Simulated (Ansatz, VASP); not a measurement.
## Pd: VASP beside Ansatz

```xyz
1
Lattice="0.0000 2.0421 1.9449 2.0421 0.0000 1.9449 2.0421 2.0421 0.0000" Properties=species:S:1:pos:R:3 pbc="T T T"
Pd    0.0000    0.0000    0.0000
```

Change from the starting cell: strain +0.050 along x and y, +0.000 along z, atoms carried along.

Alike in both runs: task single point; functional PBEsol; k mesh 20 × 20 × 20; occupations gaussian, width 0.15 eV; no spin polarisation.

```csv
,VASP,Ansatz
version,VASP 6.6.1,Ansatz 0.2.0
potentials or method,"VASP PAW PBE potentials, release 64 (Pd)","scalar-relativistic, plane waves, PAW"
plane-wave cutoff (eV),520,420
valence electrons in the cell,10,18
```

```tsv
	VASP	Ansatz	Ansatz less VASP
gap on the k mesh at the Fermi level (eV)	none	none	-
pressure (GPa)	-16.5	-16.3	+0.20
largest component of the traceless stress (GPa)	0.98	0.99	+0.005
```

A gap of «none» marks a metal or a gap that the smearing closes. The two sets of potentials don't hold the same shells in valence.

Caveats: so large a pressure means that the cell lies far from this level's equilibrium, or that cutoff or potentials fall short (VASP); the potentials were made for another functional, which shifts forces and pressure (VASP).
